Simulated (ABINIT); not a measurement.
MgB2:

```
CELL_PARAMETERS angstrom
3.08500 0.00000 0.00000
-1.54250 2.67169 0.00000
0.00000 0.00000 3.52300
ATOMIC_POSITIONS crystal
Mg 0.00000 0.00000 0.00000
B 0.66667 0.33333 0.50000
B 0.33333 0.66667 0.50000
```

Base run:

| Item | Value |
| --- | --- |
| Program | ABINIT 10.8.3 (patched build) |
| Functional | LDA |
| Potentials or basis | PseudoDojo NC SR LDA v0.4.1 standard |
| Cutoff | 1088 eV |
| k mesh | 8 × 8 × 6 |
| Occupations | fermi-dirac, width 0.05 eV |
| Spin | no spin polarisation |

Its results: band gap on the k mesh none (metal or under the smearing width); pressure -7.4 GPa.

Q: The run is repeated on the same cell with these changes: functional from LDA to PBE; potentials or basis from PseudoDojo NC SR LDA v0.4.1 standard to PseudoDojo NC SR PBE v0.4.1 standard. What comes out?

A: Band gap on the k mesh none (metal or under the smearing width); pressure -1.0 GPa.
